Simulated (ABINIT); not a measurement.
# How the form of the self-energy moves the gap of GaP (F-43m)

How much does the gap of GaP (F-43m) depend on the approximation to the self-energy?

Main program and level: ABINIT 10.8.3; PBE and many-body steps on it, plane waves.

**What was measured.**

- Gap 2.25 ± 0.04 eV: optical gap from Tauc plot (fundamental, indirect); spectroscopic ellipsometry, Tauc-Lorentz fit and Tauc plot; 300 K; film (GaP layer on Si reference sample) on Si (“Assessment of GaPSb/Si tandem material association properties for photoelectrochemical cells”, 2020, arxiv:2002.02774).

## (1) The structure

It takes space group F-43m (No. 216, cubic). The conventional cell has a = 5.450 Å, b = 5.450 Å, c = 5.450 Å, α = 90.00°, β = 90.00°, γ = 90.00°. Ga has 4 P at 2.36 Å nearest. P has 4 Ga at 2.36 Å nearest. Farther neighbours are not listed.

The cell and positions come from the Crystallography Open Database and are kept as given unless a step says otherwise.

## (2) Empty states on the mesh, 4×4×4 mesh, 189 bands

This step: ABINIT 10.8.3; DFT, PBE, plane waves, norm-conserving pseudopotentials.

The sums over transitions need many empty states on a uniform mesh; this step solves for them.

Input file run.abi:

```
acell 3*1.0 Angstrom
rprim 
  0.000000000000 2.725250000000 2.725250000000
  2.725250000000 0.000000000000 2.725250000000
  2.725250000000 2.725250000000 0.000000000000
ntypat 2
znucl 31 15
natom 2
typat 1 2
xred 
  0.000000000000 0.000000000000 0.000000000000
  0.250000000000 0.250000000000 0.250000000000
pp_dirpath "pseudos"
pseudos "Ga.upf, P.upf"
ecut 45
ngkpt 4 4 4
nshiftk 1
shiftk 0 0 0
kptopt 1
chksymbreak 0
irdden 1
istwfk *1
nband 189
prtvol 0
optdriver 6
gwr_task "HDIAGO"
paral_kgb 0
occopt 1
indata_prefix "in"
outdata_prefix "out"
tmpdata_prefix "tmp"
```

The run is started by

```
OMP_NUM_THREADS=1 mpirun -n 8 abinit run.abi > log
```

Log:

```text
.Version 10.8.3 of ABINIT. v10.8.2 released Aug 2026.

 Symmetries : space group F-4 3 m (#216); Bravais cF (face-center cubic)
[... echo of the input left out ...]
== DATASET  1 ==================================================================
-   mpi_nproc: 8, omp_nthreads: 1 (-1 if OMP is not activated)

--- !DatasetInfo
iteration_state: {dtset: 1, }
dimensions: {natom: 2, nkpt: 8, mband: 189, nsppol: 1, nspinor: 1, nspden: 1, mpw: 3972, }
cutoff_energies: {ecut:  45.0, pawecutdg:  -1.0, }
[...]
Indirect band gap semiconductor
 Fundamental gap:     1.652 (eV)
   VBM:     5.227 (eV) at k: [ 0.0000E+00,  0.0000E+00,  0.0000E+00]
   CBM:     6.880 (eV) at k: [ 5.0000E-01,  5.0000E-01,  0.0000E+00]
 Direct gap:         1.809 (eV) at k: [ 0.0000E+00,  0.0000E+00,  0.0000E+00]

== END DATASET(S) ==============================================================
================================================================================

 -outvars: echo values of variables after computation  --------
           etotal      0.0000000000E+00
            nband         189
             nkpt           8
          spgroup         216
 [... the other variables as echoed above ...]

 Calculation completed.
```

Wall time 52 s (8 MPI ranks of Arm Neoverse V2, shared host); peak memory 7.1 GiB; 6.9 min of CPU time.

Numbers from this step:

| Item | Value |
| --- | --- |
| gap | 1.652 eV |
| k of the valence top | 0, 0, 0 |
| k of the conduction bottom | 0.5, 0.5, 0 |
| least direct gap | 1.809 eV |
| k points computed | 8 |
| lowest point of the top converged band, above the valence top | 137.8812 eV |

On this mesh the gap is 1.652 eV.

The density comes from a self-consistent run that is not shown.

## (3) Screening, 4×4×4 mesh, 181 bands, screening to 228.6 eV

The RPA dielectric matrix is built and inverted for each q.

This step: RPA screening on PBE, plane waves, norm-conserving pseudopotentials.

Edit run.abi of step 2 so:

```diff
@@ -20,10 +20,11 @@
 chksymbreak 0
-irdden 1
 istwfk *1
-nband 189
-prtvol 0
-optdriver 6
-gwr_task "HDIAGO"
-paral_kgb 0
 occopt 1
+irdwfk 1
+optdriver 3
+nband 181
+ecuteps 8.4
+inclvkb 2
+awtr 1
+symchi 1
 indata_prefix "in"
```

Log:

```text
.Version 10.8.3 of ABINIT. v10.8.2 released Aug 2026.

 Symmetries : space group F-4 3 m (#216); Bravais cF (face-center cubic)
[... echo of the input left out ...]
== DATASET  1 ==================================================================
-   mpi_nproc: 8, omp_nthreads: 1 (-1 if OMP is not activated)

--- !DatasetInfo
iteration_state: {dtset: 1, }
dimensions: {natom: 2, nkpt: 8, mband: 181, nsppol: 1, nspinor: 1, nspden: 1, mpw: 3972, }
cutoff_energies: {ecut:  45.0, pawecutdg:  -1.0, }
electrons: {nelect:   2.60000000E+01, charge:   0.00000000E+00, occopt:   1.00000000E+00, tsmear:   1.00000000E-02, }

 SCREENING: Calculation of the susceptibility and dielectric matrices

 Based on a program developped by R.W. Godby, V. Olevano, G. Onida, and L. Reining.
 Incorporated in ABINIT by V. Olevano, G.-M. Rignanese, and M. Torrent.
.Using double precision arithmetic ; gwpc =  8

[... cell and pseudopotentials left out ...]
--------------------------------------------------------------------------------

 ==== K-mesh for the wavefunctions ====
 Number of points in the irreducible wedge :     8
[... list of points left out ...]
 Together with 24 symmetry operations and time-reversal symmetry
 yields    64 points in the full Brillouin Zone.

 ==== Q-mesh for the screening function ====
 Number of points in the irreducible wedge :     8
[... list of points left out ...]
 Together with 24 symmetry operations and time-reversal symmetry
 yields    64 points in the full Brillouin Zone.

 setmesh: FFT mesh size selected  =    32x   32x   32
          total number of points  =        32768

 vcoul_init : cutoff-mode = AUXILIARY_FUNCTION
 q-points for optical limit:   1
     1)      0.000010    0.000020    0.000030

- screening: taking advantage of time-reversal symmetry
- Maximum band index for partially occupied states nbvw = 13
- Remaining bands to be divided among processors   nbcw = 168
- Number of bands treated by each node ~21

 Number of electrons calculated from density =   26.0000; Expected =   26.0000
 average of density, n =  0.095176
 r_s =    1.3587
 omega_plasma =   29.7591 [eV]

 calculating chi0 at frequencies [eV] :
  1    0.000000E+00    0.000000E+00
  2    0.000000E+00    2.975908E+01

--------------------------------------------------------------------------------
  q-point number  1        q = ( 0.000000, 0.000000, 0.000000) [r.l.u.]
--------------------------------------------------------------------------------
[... chi0 elements left out ...]
 For q-point:  0.000010 0.000020 0.000030
  dielectric constant =  18.1511
  dielectric constant without local fields =  19.7228

  Average fulfillment of the sum rule on Im[epsilon] for q-point    1 :     57.65  [%]
[... wings left out ...]
  q-point number  2        q = ( 0.250000, 0.000000, 0.000000) [r.l.u.]
--------------------------------------------------------------------------------
[... chi0 elements left out ...]
  Average fulfillment of the sum rule on Im[epsilon] for q-point    2 :     64.02  [%]

 [... 6 further q-points ...]
```

Wall time 41 s (8 MPI ranks); peak memory 1.9 GiB; 5.4 min of CPU time.

This step gave:

```yaml
eps_infinity_with_local_fields_on_this_mesh_along_the_program_s_q_direction: 18.15
the_same_without_local_fields: 19.72
plasma_frequency: 29.76 eV
plane_waves_in_the_screening_matrix: 331
```

Local fields lower ε∞ by 8 %. On a Γ-centred mesh this coarse the value itself is usually too large, while a short band sum pulls it down.

## (4) G0W0, Godby-Needs plasmon pole

The self-energy is evaluated for the states that the input lists, and the levels follow from it, in one-shot runs by the linearised quasiparticle equation.

This step: G0W0 on PBE, plane waves, norm-conserving pseudopotentials.

Edit run.abi of step 3 so:

```diff
@@ -23,8 +23,17 @@
 irdwfk 1
-optdriver 3
+optdriver 4
 nband 181
+gwcalctyp 0
+ecutsigx 45
+symsigma 1
+nkptgw 2
+kptgw 
+  0.0000000000 0.0000000000 0.0000000000
+  0.5000000000 0.5000000000 0.0000000000
+bdgw 
+  11 17
+  12 15
 ecuteps 8.4
-inclvkb 2
-awtr 1
-symchi 1
+irdscr 1
+ppmodel 1
 indata_prefix "in"
```

Log:

```text
.Version 10.8.3 of ABINIT. v10.8.2 released Aug 2026.

 Symmetries : space group F-4 3 m (#216); Bravais cF (face-center cubic)
[... echo of the input left out ...]
== DATASET  1 ==================================================================
-   mpi_nproc: 8, omp_nthreads: 1 (-1 if OMP is not activated)

--- !DatasetInfo
iteration_state: {dtset: 1, }
dimensions: {natom: 2, nkpt: 8, mband: 181, nsppol: 1, nspinor: 1, nspden: 1, mpw: 3972, }
cutoff_energies: {ecut:  45.0, pawecutdg:  -1.0, }
electrons: {nelect:   2.60000000E+01, charge:   0.00000000E+00, occopt:   1.00000000E+00, tsmear:   1.00000000E-02, }

 SIGMA: Calculation of the GW corrections

 Based on a program developped by R.W. Godby, V. Olevano, G. Onida, and L. Reining.
 Incorporated in ABINIT by V. Olevano, G.-M. Rignanese, and M. Torrent.
.Using double precision arithmetic ; gwpc =  8

[... cell and pseudopotentials left out ...]
--------------------------------------------------------------------------------

 ==== K-mesh for the wavefunctions ====
 Number of points in the irreducible wedge :     8
[... list of points left out ...]
 Together with 24 symmetry operations and time-reversal symmetry
 yields    64 points in the full Brillouin Zone.

 ==== Q-mesh for screening function ====
 Number of points in the irreducible wedge :     8
[... list of points left out ...]
 Together with 24 symmetry operations and time-reversal symmetry
 yields    64 points in the full Brillouin Zone.

 vcoul_init : cutoff-mode = AUXILIARY_FUNCTION
 q-points for optical limit:   1
     1)      0.000010    0.000020    0.000030
 setmesh: FFT mesh size selected  =    45x   45x   45
          total number of points  =        91125

 Number of electrons calculated from density =   26.0000; Expected =   26.0000
 average of density, n =  0.095176
 r_s =    1.3587
 omega_plasma =   29.7591 [eV]

 === KS Band Gaps ===
  >>>> For spin  1
   Minimum direct gap =   1.8094 [eV], located at k-point      :   0.0000  0.0000  0.0000
   Fundamental gap    =   1.6525 [eV], Top of valence bands at :   0.0000  0.0000  0.0000
                                       Bottom of conduction at :   0.5000  0.5000  0.0000
 SIGMA fundamental parameters:
 PLASMON POLE MODEL  1
 number of plane-waves for SigmaX                 3839
 number of plane-waves for SigmaC and W            331
 number of plane-waves for wavefunctions          3839
 number of bands                                   181
 number of independent spin polarizations            1
 number of spinorial components                      1
 number of k-points in IBZ                           8
 number of q-points in IBZ                           8
 number of symmetry operations                      24
 number of k-points in BZ                           64
 number of q-points in BZ                           64
 number of frequencies for dSigma/dE                 9
 frequency step for dSigma/dE [eV]                0.25
 number of omega for Sigma on real axis              0
 max omega for Sigma on real axis  [eV]           0.00
 zcut for avoiding poles [eV]                     0.10

 EPSILON^-1 parameters (SCR file):
 dimension of the eps^-1 matrix on file            331
 dimension of the eps^-1 matrix used               331
 number of plane-waves for wavefunctions          3839
 number of bands                                   181
 number of q-points in IBZ                           8
 number of frequencies                               2
 number of real frequencies                          1
 number of imag frequencies                          1

 matrix elements of self-energy operator (all in [eV])

 Perturbative Calculation

--- !SelfEnergy_ee
iteration_state: {dtset: 1, }
kpoint     : [   0.000,    0.000,    0.000, ]
spin       : 1
KS_gap     :    1.809
QP_gap     :    2.651
Delta_QP_KS:    0.841
data: !SigmaeeData |
     Band     E0 <VxcDFT>   SigX SigC(E0)      Z dSigC/dE  Sig(E)    E-E0       E
       11   5.227 -13.290 -15.271   1.044   0.787  -0.270 -14.027  -0.737   4.490
       12   5.227 -13.290 -15.271   1.044   0.787  -0.270 -14.027  -0.737   4.490
       13   5.227 -13.290 -15.271   1.044   0.787  -0.270 -14.027  -0.737   4.490
       14   7.037 -12.704  -8.093  -4.480   0.794  -0.259 -12.600   0.104   7.141
       15   9.112 -11.361  -6.717  -4.478   0.789  -0.268 -11.230   0.131   9.243
       16   9.112 -11.361  -6.717  -4.478   0.789  -0.268 -11.230   0.131   9.243
       17   9.112 -11.361  -6.717  -4.478   0.789  -0.268 -11.230   0.131   9.243

--- !SelfEnergy_ee
iteration_state: {dtset: 1, }
kpoint     : [   0.500,    0.500,    0.000, ]
spin       : 1
KS_gap     :    4.338
QP_gap     :    5.051
Delta_QP_KS:    0.713
data: !SigmaeeData |
     Band     E0 <VxcDFT>   SigX SigC(E0)      Z dSigC/dE  Sig(E)    E-E0       E
       12   2.542 -11.795 -14.741   1.870   0.775  -0.291 -12.628  -0.834   1.709
       13   2.542 -11.795 -14.741   1.870   0.775  -0.291 -12.628  -0.834   1.709
       14   6.880  -9.776  -5.923  -4.002   0.810  -0.235  -9.897  -0.120   6.759
       15   7.048 -10.956  -6.909  -4.051   0.804  -0.243 -10.959  -0.003   7.044

== END DATASET(S) ==============================================================
================================================================================

 -outvars: echo values of variables after computation  --------
           etotal      0.0000000000E+00
            nband         181
             nkpt           8
          spgroup         216
 [... the other variables as echoed above ...]

 Calculation completed.
```

It took 14 s on 8 MPI ranks; peak memory 1.9 GiB.

This step gave:

| Property | Result |
| --- | --- |
| G0W0 gap on the points computed | 2.269 eV |
| starting gap on the mesh | 1.652 eV |
| k of the valence top | 0, 0, 0 |
| k of the conduction bottom | 0.5, 0.5, 0 |
| Z at the valence top | 0.787 |
| Z at the conduction bottom | 0.81 |
| least direct G0W0 gap on the computed points | 2.651 eV |

The gap on the mesh goes from 1.65 eV to 2.27 eV, a correction of +0.62 eV.

## (5) G0W0, Hybertsen-Louie plasmon pole

Edit run.abi of step 4 so:

```diff
@@ -37,3 +37,3 @@
 irdscr 1
-ppmodel 1
+ppmodel 2
 indata_prefix "in"
```

Log:

```text
.Version 10.8.3 of ABINIT. v10.8.2 released Aug 2026.

 Symmetries : space group F-4 3 m (#216); Bravais cF (face-center cubic)
[... echo of the input left out ...]
== DATASET  1 ==================================================================
-   mpi_nproc: 8, omp_nthreads: 1 (-1 if OMP is not activated)

--- !DatasetInfo
iteration_state: {dtset: 1, }
dimensions: {natom: 2, nkpt: 8, mband: 181, nsppol: 1, nspinor: 1, nspden: 1, mpw: 3972, }
cutoff_energies: {ecut:  45.0, pawecutdg:  -1.0, }
electrons: {nelect:   2.60000000E+01, charge:   0.00000000E+00, occopt:   1.00000000E+00, tsmear:   1.00000000E-02, }

 SIGMA: Calculation of the GW corrections

 Based on a program developped by R.W. Godby, V. Olevano, G. Onida, and L. Reining.
 Incorporated in ABINIT by V. Olevano, G.-M. Rignanese, and M. Torrent.
.Using double precision arithmetic ; gwpc =  8

[... cell and pseudopotentials left out ...]
--------------------------------------------------------------------------------

 ==== K-mesh for the wavefunctions ====
 Number of points in the irreducible wedge :     8
[... list of points left out ...]
 Together with 24 symmetry operations and time-reversal symmetry
 yields    64 points in the full Brillouin Zone.

 ==== Q-mesh for screening function ====
 Number of points in the irreducible wedge :     8
[... list of points left out ...]
 Together with 24 symmetry operations and time-reversal symmetry
 yields    64 points in the full Brillouin Zone.

 vcoul_init : cutoff-mode = AUXILIARY_FUNCTION
 q-points for optical limit:   1
     1)      0.000010    0.000020    0.000030
 setmesh: FFT mesh size selected  =    45x   45x   45
          total number of points  =        91125

 Number of electrons calculated from density =   26.0000; Expected =   26.0000
[...]
number of omega for Sigma on real axis              0
 max omega for Sigma on real axis  [eV]           0.00
 zcut for avoiding poles [eV]                     0.10

 EPSILON^-1 parameters (SCR file):
 dimension of the eps^-1 matrix on file            331
 dimension of the eps^-1 matrix used               331
 number of plane-waves for wavefunctions          3839
 number of bands                                   181
 number of q-points in IBZ                           8
 number of frequencies                               2
 number of real frequencies                          1
 number of imag frequencies                          1

 matrix elements of self-energy operator (all in [eV])

 Perturbative Calculation

--- !SelfEnergy_ee
iteration_state: {dtset: 1, }
kpoint     : [   0.000,    0.000,    0.000, ]
spin       : 1
KS_gap     :    1.809
QP_gap     :    2.712
Delta_QP_KS:    0.903
data: !SigmaeeData |
     Band     E0 <VxcDFT>   SigX SigC(E0)      Z dSigC/dE  Sig(E)    E-E0       E
       11   5.227 -13.290 -15.271   0.341   0.853  -0.173 -14.688  -1.398   3.829
       12   5.227 -13.290 -15.271   0.341   0.853  -0.173 -14.688  -1.398   3.829
       13   5.227 -13.290 -15.271   0.341   0.853  -0.173 -14.688  -1.398   3.829
[...]
--- !SelfEnergy_ee
iteration_state: {dtset: 1, }
kpoint     : [   0.500,    0.500,    0.000, ]
spin       : 1
KS_gap     :    4.338
QP_gap     :    5.412
Delta_QP_KS:    1.075
data: !SigmaeeData |
     Band     E0 <VxcDFT>   SigX SigC(E0)      Z dSigC/dE  Sig(E)    E-E0       E
[...]
14   6.880  -9.776  -5.923  -4.387   0.865  -0.157 -10.238  -0.461   6.418
       15   7.048 -10.956  -6.909  -4.621   0.861  -0.162 -11.450  -0.495   6.553

== END DATASET(S) ==============================================================
================================================================================

 -outvars: echo values of variables after computation  --------
           etotal      0.0000000000E+00
            nband         181
             nkpt           8
          spgroup         216
 [... the other variables as echoed above ...]

 Calculation completed.
```

Run time: 14 s. Hardware: 8 MPI ranks; peak memory 1.9 GiB; 1.8 min of CPU time.

This step gave:

| Property | Result |
| --- | --- |
| G0W0 gap on the points computed | 2.589 eV |
| starting gap on the mesh | 1.652 eV |
| k of the valence top | 0, 0, 0 |
| k of the conduction bottom | 0.5, 0.5, 0 |
| Z at the valence top | 0.853 |
| Z at the conduction bottom | 0.865 |
| least direct G0W0 gap on the computed points | 2.712 eV |

Against G0W0 in ABINIT (4×4×4 mesh, 181 bands, screening to 228.6 eV, Godby-Needs plasmon pole), the gap moves by +0.320 eV.

## (6) G0W0, von der Linden-Horsch plasmon pole

Edit run.abi of step 5 so:

```diff
@@ -37,3 +37,3 @@
 irdscr 1
-ppmodel 2
+ppmodel 3
 indata_prefix "in"
```

Log:

```text
.Version 10.8.3 of ABINIT. v10.8.2 released Aug 2026.

 Symmetries : space group F-4 3 m (#216); Bravais cF (face-center cubic)
[... echo of the input left out ...]
== DATASET  1 ==================================================================
-   mpi_nproc: 8, omp_nthreads: 1 (-1 if OMP is not activated)

--- !DatasetInfo
iteration_state: {dtset: 1, }
dimensions: {natom: 2, nkpt: 8, mband: 181, nsppol: 1, nspinor: 1, nspden: 1, mpw: 3972, }
cutoff_energies: {ecut:  45.0, pawecutdg:  -1.0, }
[...]
Band     E0 <VxcDFT>   SigX SigC(E0)      Z dSigC/dE  Sig(E)    E-E0       E
[...]
14   6.880  -9.776  -5.923  -4.617   0.874  -0.144 -10.444  -0.667   6.212
       15   7.048 -10.956  -6.909  -4.688   0.868  -0.152 -11.512  -0.556   6.491

== END DATASET(S) ==============================================================
================================================================================

 -outvars: echo values of variables after computation  --------
           etotal      0.0000000000E+00
            nband         181
             nkpt           8
          spgroup         216
 [... the other variables as echoed above ...]

 Calculation completed.
```

It took 7.7 s on 8 MPI ranks; peak memory 1.8 GiB; 61 s of CPU time.

This step gave:

```yaml
g0w0_gap_on_the_points_computed: 2.363 eV
starting_gap_on_the_mesh: 1.652 eV
k_of_the_valence_top: 0, 0, 0
k_of_the_conduction_bottom: 0.5, 0.5, 0
least_direct_g0w0_gap_on_the_computed_points: 2.707 eV
```

Against G0W0 in ABINIT (4×4×4 mesh, 181 bands, screening to 228.6 eV, Godby-Needs plasmon pole), the gap moves by +0.094 eV.

[end of part 1 of 2]

[Paths, hosts, dates, memory and timing lines, banners, echoed tables and standing remarks are left out of the program output.]

[Logs are printed without paths, hosts, clocks, repeated set-up lines and the standing remarks that a program may print on its own settings, such as how far it seeks lower states.]

[Runs of the session that timed out or met a known fault of the program may be left out.]

[Hosts, paths, dates, database ids (printed as entryN), source tags and the programs' standing remarks are cut or masked in the printed files.]

[G0W0 gaps are taken among the corrected bands and points alone; a level outside them can change the order at an edge.]

[Where Ansatz stands beside ABINIT at settings called matched, ABINIT's density can come from a denser mesh and the files from another edition; pairs whose starting gaps differed by over 0.03 eV were left out, so agreement reads better than it is.]
